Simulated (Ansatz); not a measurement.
I:

```
I
1.0
     3.63503   -2.39502    0.00000
     3.63503    2.39502    0.00000
     0.00000    0.00000    9.79344
I
4
Direct
  0.64930 0.35070 0.38440
  0.14930 0.85070 0.11560
  0.35070 0.64930 0.61560
  0.85070 0.14930 0.88440
```

Base run:

```yaml
Program: Ansatz 0.2.0
Functional: r2SCAN0 form with a typed share of exact exchange
Potentials_or_basis: Ansatz PAW
Cutoff: "500 eV (not typed: the program's choice for these potentials)"
k_mesh: 4 × 4 × 2
Occupations: fermi-dirac, width 0.05 eV
Spin: no spin polarisation
```

Its results: band gap on the k mesh 3.59 eV, indirect (least direct gap 3.87 eV); pressure 0.4 GPa; largest force 0.032 eV/Å.

Question: After a change of settings the same cell gave: band gap on the k mesh 2.98 eV, indirect (least direct gap 3.23 eV); pressure 0.7 GPa; largest force 0.144 eV/Å. Which change was it?
A. functional from r2SCAN0 form with a typed share of exact exchange to r2SCAN0; share of exact exchange from 0.35 to 0.25
B. share of exact exchange from 0.35 to 0.5
C. share of exact exchange from 0.35 to 0.15
D. share of exact exchange from 0.35 to 0

Answer: A.

Caveats: spin-orbit coupling is left out, which moves the levels of the heavy elements; the PAW data sets come from PBE, with cores solved anew for the run's functional, which leaves a small shift of forces and pressure; the thresholds are loose for stress.
